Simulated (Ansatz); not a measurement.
# TiAl3 (I4/mmm) in Ansatz: a run that goes wrong, beside a sound one

A flawed run on TiAl3 and a sound one for comparison.

All numbers are computed with Ansatz 0.2.0; they aren't measurements. Logs are shortened: lines on timing, memory, paths and dates and some standing lists are left out, and cuts for length are marked.

### Step 1. Starting point

The structure is tetragonal, space group I4/mmm (No. 139). The conventional cell has a = 3.822 Å, b = 3.822 Å, c = 8.561 Å, α = 90.00°, β = 90.00°, γ = 90.00°. Around Ti (site symmetry 4/mmm) lie 12 Al at 2.70 to 2.87 Å. Al (site symmetry -4m2) is surrounded by 8 Al at 2.70 to 2.87 Å and 4 Ti at 2.87 Å. Al (site symmetry 4/mmm) has 4 Ti at 2.70 Å and 8 Al at 2.87 Å as nearest neighbours.

The cell comes from a database or a generator and needn't be the stable form of this composition.

### Step 2. A run with an altered input

The input, input.yaml:

```yaml
crystal:
  lattice:
    - [-1.9111067713, 1.9111067713, 4.2806687947]
    - [1.9111067713, -1.9111067713, 4.2806687947]
    - [1.9111067713, 1.9111067713, -4.2806687947]
  atoms:
    - { symbol: Ti, position: [0.0, 0.0, 0.0] }
    - { symbol: Al, position: [0.25, 0.75, 0.5] }
    - { symbol: Al, position: [0.75, 0.25, 0.5] }
    - { symbol: Al, position: [0.5, 0.5, 0.0] }
hamiltonian:
  xc: lda
  pseudopotentials: { kind: paw }
kpoints:
  mp_grid: { grid: [1, 1, 1] }
scf:
  occupations: { method: fermi_dirac, width: 0.05 }
  max_iter: 50
output:
  forces: true
  stress: true
  eigenvalues: true
relax:
  f_tol: 0.01
  max_steps: 40
  cell: { stress_tol: 0.05 }
```

Potentials or basis: Ansatz PAW.

On the command line:

```sh
ansatz run input.yaml --threads 2 --pin off --max-ram 5632MiB --backend cpu --events-out ev --progress --plain --runs-dir out
```

The program printed:

```text
Warning: RAYON_NUM_THREADS=2 ignored (pool sized by the plan → 2); use --threads N
The last accepted step is kept in <dir> (removed where the run ends without a failure and the disk answers)
Engine: ansatz 0.2.0, x86_64-unknown-linux-gnu
Pseudopotentials: kind: paw
Pseudopotential: Ti, paw, valence charge 12, recommended cutoff 420 eV (normal), Ti.paw.azcp
[... 174 lines left out ...]
  P = ⅓ Tr σ = 0.0014 GPa (0.014 kbar)
--- Band table (eV) ---
  k-point 0: bands = ["-44.1913", "-21.2528", "-20.6995", "-20.6995", "-0.4776", "5.9654", "6.2320", "9.3376", "9.4055", "9.4055", "12.1247", "12.2031", "12.4828", "12.4828", "13.3463"]
--- Relaxed structure (6 steps of the walk, 6 accepted, 2 SCFs on fresh bases) ---
  F+E_penalty+E_count = -3984.07108521 eV   max|allowed force component| = 6.238e-27 eV/Å   (the final SCF, on the basis selected at the relaxed cell)
  cell:  # Å, volume = 60.2211 Å³
    - [-1.8017721565482452, 1.801772156548245, 4.637552267760041]
    - [1.8017721565482452, -1.801772156548245, 4.637552267760041]
    - [1.8017721565482452, 1.801772156548245, -4.637552267760041]
  atoms:
    - { symbol: Ti, position: [2.5597656276933007e-36, 7.528749289469536e-35, 7.253089985897227e-35] }
    - { symbol: Al, position: [0.25, 0.75, 0.5] }
    - { symbol: Al, position: [0.75, 0.25, 0.5] }
    - { symbol: Al, position: [0.5, 0.5, -1.2395257388478645e-37] }
```

Run time: 4.9 s. Hardware: 2 threads of AMD EPYC, shared host; peak memory 0.31 GiB.

The calculation finished and met its thresholds. The fault, put in on purpose: one k-point for a small cell (kpoints.mp_grid.grid = 1 × 1 × 1). The program ran through all the same, so the numbers look like a result but aren't the crystal's properties.

### Step 3. Relaxation of cell and atoms, LDA

input.yaml: that of step 2 with these lines changed.

```diff
@@ -14,6 +14,5 @@
 kpoints:
-  mp_grid: { grid: [1, 1, 1] }
+  mp_grid: { grid: [10, 10, 10] }
 scf:
   occupations: { method: fermi_dirac, width: 0.05 }
-  max_iter: 50
 output:
@@ -22,2 +21,6 @@
   eigenvalues: true
+  write_density: true
+  write_potential: true
+  elf: true
+  volumetric_format: npy
 relax:
```

Potentials or basis: Ansatz PAW.

On the command line:

```sh
ansatz run input.yaml --threads 2 --pin off --max-ram 5632MiB --backend cpu --events-out ev --progress --plain --runs-dir out
```

Wall time 41 s (2 threads of AMD EPYC, shared host); peak memory 0.44 GiB.

The run converged. Its results:

```
Free energy                            : -3990.6121 eV
Relaxed volume                         : 15.15 Å³/atom
Relaxed cell                           : a = 5.012 Å, b = 5.012 Å, c = 5.012 Å, α = 135.68°, β = 135.68°, γ = 64.47°
Space group after relaxing (to 0.05 Å) : I4/mmm (No. 139)
Energy gained by relaxing              : 5.5 meV/atom
Ionic steps                            : 5
Pressure after relaxing                : 0.0 GPa
Band gap on the k mesh                 : none (metal or under the smearing width)
```

The path:
| step | energy change (eV) | largest force (eV/Å) | volume (Å³) |
| --- | --- | --- | --- |
| 1 | 0.0000 | 0.0000 | 62.54 |
| 2 | -0.0188 | 0.0000 | 59.84 |
| 3 | -0.0226 | 0.0000 | 60.63 |
| 4 | -0.0226 | 0.0000 | 60.59 |
| 5 | -0.0220 | 0.0000 | 60.59 |

Final structure:
```
Ti Al
1.0
    -1.89033    1.89033    4.23922
     1.89033   -1.89033    4.23922
     1.89033    1.89033   -4.23922
Ti Al
1 3
Direct
  0.00000 0.00000 0.00000
  0.25000 0.75000 0.50000
  0.75000 0.25000 0.50000
  0.50000 0.50000 0.00000
```

Levels at points of the mesh, in eV from the Fermi level:
```csv
k point,band 7,band 8,band 9,band 10,band 11,band 12,band 13,band 14,band 15
"(0.00, 0.00, 0.00)",-2.62,-1.47,-1.24,-1.24,0.87,1.86,1.86,2.32,2.61
"(0.00, 0.00, -0.50)",-4.43,-3.78,-2.65,-2.21,-1.02,1.84,2.00,2.79,2.96
"(0.00, -0.50, 0.00)",-3.65,-2.92,-1.07,-0.28,0.52,1.86,2.17,2.82,3.28
"(-0.50, -0.50, -0.50)",-2.05,-0.86,-0.86,-0.24,0.71,0.71,0.99,3.16,4.97
```

Caveat: the plane-wave basis is chosen anew once the cell has moved, so the energies of steps on either side of that aren't comparable; the PAW data sets come from PBE, with cores solved anew for the run's functional, which leaves a small shift of forces and pressure.
